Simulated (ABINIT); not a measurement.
SiC (Moissanite):

```
Si C
1.0
     3.07600    0.00000    0.00000
    -1.53800    2.66389    0.00000
     0.00000    0.00000    5.04800
Si C
2 2
Direct
  0.66667 0.33333 0.50000
  0.33333 0.66667 0.00000
  0.66667 0.33333 0.88500
  0.33333 0.66667 0.38500
```

Base run:

```yaml
Program: ABINIT 10.8.3 (patched build)
Functional: HSE06
Potentials_or_basis: SG15 NC PBE v1.2
Cutoff: 816 eV
k_mesh: 8 × 8 × 4
Occupations: fixed
Spin: no spin polarisation
```

Its results: band gap on the k mesh 3.54 eV, indirect (least direct gap 5.24 eV); largest force 0.771 eV/Å.

**Question.** The run is repeated on the same cell with these changes: functional from HSE06 to PBE. What comes out?

**Answer.** Band gap on the k mesh 2.60 eV, indirect (least direct gap 4.08 eV); largest force 0.748 eV/Å.

HSE06 gives the wider gap, since exact exchange removes part of the self-interaction.

Caveats: Libxc's HSE differs a little from that of other programs (some runs); the potentials were made for another functional, which shifts forces and pressure (some runs).

A k mesh can miss the band edges.
